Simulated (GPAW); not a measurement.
**Magnetic state of zigzag Cr chain, bond 2.497 A from several starts**

Wanted: the moments of zigzag Cr chain, bond 2.497 A and the energy of each order that was tried.

Program: GPAW 26.7.0. Level of theory: revPBE; plane waves with GPAW's PAW setups, scalar-relativistic. Results are calculated unless marked as measured.

## (1) Set-up

The cell holds 2 atoms: 2 Cr. Cell: a = 12.000 Å, b = 12.000 Å, c = 2.996 Å, α = 90.0°, β = 90.0°, γ = 90.0°. model lattice. Vacuum lies along a and b. The structure's axis is c.

As a file:

```cif
data_structure
_symmetry_space_group_name_H-M 'P 1'
_symmetry_Int_Tables_number 1
_cell_length_a 12.0000
_cell_length_b 12.0000
_cell_length_c 2.9964
_cell_angle_alpha 90.000
_cell_angle_beta 90.000
_cell_angle_gamma 90.000
_cell_volume 431.48
loop_
_atom_site_label
_atom_site_type_symbol
_atom_site_fract_x
_atom_site_fract_y
_atom_site_fract_z
_atom_site_occupancy
Cr1 Cr 0.41677 0.50000 0.00000 1
Cr2 Cr 0.58323 0.50000 0.50000 1
```

The settings of this session are not all sound (see the inputs), so it shows what such settings give, not the properties of the crystal.

## (2) Start 1: ferro ++

The parallel start comes first: it fits the smallest cell, keeps the most symmetry and shows whether parallel moments form.

The input, order1.py:

```python
import json
import numpy as np
from ase import Atoms
from ase.parallel import paropen, parprint
from gpaw import GPAW

atoms = Atoms(['Cr', 'Cr'],
    cell=[[12.0, 0.0, 0.0],
         [0.0, 12.0, 0.0],
         [0.0, 0.0, 2.9964]],
    scaled_positions=[[0.41676667, 0.5, 0.0],
         [0.58323333, 0.5, 0.5]],
    pbc=True,
    magmoms=[2.5, 2.5])
atoms.calc = GPAW(mode={'name': 'pw', 'ecut': 550},
    xc='revPBE',
    kpts={'size': (1, 1, 4), 'gamma': True},
    occupations={'name': 'fermi-dirac', 'width': 0.1},
    convergence={'density': 1e-05, 'energy': 1e-05},
    maxiter=200,
    symmetry={'tolerance': 1e-4},
    txt='order1.txt')
e = atoms.get_potential_energy(force_consistent=True)
res = {'free_energy': e, 'energy_sigma0': atoms.get_potential_energy(), 'fermi_energy': atoms.calc.get_fermi_level()}
res['moments'] = atoms.get_magnetic_moments().tolist()
res['total'] = atoms.get_magnetic_moment()
parprint('site moments (muB):', np.round(res['moments'], 3))
parprint(f"total moment: {res['total']:.3f} muB")
parprint(f'free energy: {e:.6f} eV')
atoms.calc.write('order1.gpw')
with paropen('results.json', 'w') as f:
    json.dump(res, f)
```

Run with:

```sh
$ OMP_NUM_THREADS=1 python3 order1.py > order1.log
```

Then come: start 2: antiferro +-; run 3 (antiferro q=(0,0,1/2) +-+-); run 4 (no spin polarisation); ranking. Settings of the main run: cutoff 550 eV, 1×1×4 k-mesh, fermi-dirac occupations, smearing width 0.1 eV, mesh matched on, collinear spin, starting moments 2.5 -2.5 μB.

**Question.** What will these runs give for the largest site moment and next state?

Opposed moments of equal size cancel, so the cell has no net moment. Symmetry leaves 1 kind of site among the 2 atoms, and equivalent atoms carry values of equal size. The lowest state found is antiferromagnetic, reached from the start antiferro +-, with moments up to 3.57 μB.

```
lowest state found                 : antiferromagnetic (started as antiferro +-)
largest site moment                : 3.57 μB
next state                         : antiferromagnetic, 204 meV a seeded atom higher
energy gained by spin polarisation : 1690 meV a seeded atom
```

The next state costs 204 meV a seeded atom. This is the lowest of 4 finished starts, no proof of the ground state.

[Logs and program files are shortened in this print: banners, set-up blocks, solver, clock and traceback lines can be left out without a mark of their own.]

[Logs are printed without paths, hosts, clocks, repeated set-up lines and the standing remarks that a program may print on its own settings, such as how far it seeks lower states.]

[Hosts, paths, dates, database ids (printed as entryN), source tags and the programs' standing remarks are cut or masked in the printed files.]

[Where a cell is said to come from a database of computed structures, the database is the Materials Project.]
